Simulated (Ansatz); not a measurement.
# One structure type (P6_3/mmc), one member withheld

Method: DFT, PBE, all-electron LAPW, scalar-relativistic (Ansatz 0.2.0).

All cells have space group P6_3/mmc and are held fixed (conventional cell and sites). Prototypes and MP cells are computed structures that needn't be known or stable phases of these compounds. Gaps are the smallest over the k mesh and a high-symmetry path; Bader charges come from PAW runs of the same cells. Open d or f shells run without spin or U come out metallic where the real compound may not be. Semilocal functionals give too small gaps and can close them; gaps under 0.4 eV may also close off the mesh.

Spin–orbit coupling is left out, though it moves levels of the heavy atoms by tenths of an eV or more.

Where the f shell is localised, expect the real compound to differ from this run without U.

Tc: a = 2.74 Å, b = 2.74 Å, c = 4.39 Å, α = 90.00°, β = 90.00°, γ = 120.00°; Tc 2c (0.333 0.667 0.250); 14×14×8 mesh, smearing 0.08 eV, MP-relaxed cell mp-113
Sc: a = 3.31 Å, b = 3.31 Å, c = 5.27 Å, α = 90.00°, β = 90.00°, γ = 120.00°; Sc 2c (0.333 0.667 0.250); 13×13×7 mesh, smearing 0.03 eV, COD 9011704, reported
N: a = 3.63 Å, b = 3.63 Å, c = 5.89 Å, α = 90.00°, β = 90.00°, γ = 120.00°; N 2c (0.333 0.667 0.250); 8×8×5 mesh, smearing 0.02 eV, COD 1539196, reported
Ge: a = 2.98 Å, b = 2.98 Å, c = 5.05 Å, α = 90.00°, β = 90.00°, γ = 120.00°; Ge 2c (0.333 0.667 0.250); 15×15×8 mesh, smearing 0.05 eV, hcp type, relaxed by us
Yb: a = 3.88 Å, b = 3.88 Å, c = 6.39 Å, α = 90.00°, β = 90.00°, γ = 120.00°; Yb 2c (0.333 0.667 0.250); 11×11×6 mesh, smearing 0.03 eV, COD 1540221, reported
Sb: a = 3.37 Å, b = 3.37 Å, c = 5.33 Å, α = 90.00°, β = 90.00°, γ = 120.00°; Sb 2c (0.333 0.667 0.250); 12×12×7 mesh, smearing 0.03 eV, COD 1539203, reported

| compound | P (GPa) | gap (eV) |
| --- | --- | --- |
| Tc | 4.1 | none |
| Sc | -0.7 | none |
| N | -7.2 | none |
| Ge | 0.0 | none |
| Yb | -2.1 | none |

**Question.** Predict the row of Sb (no spin polarisation).

**Answer.** P (GPa): 3.1, gap (eV): none.
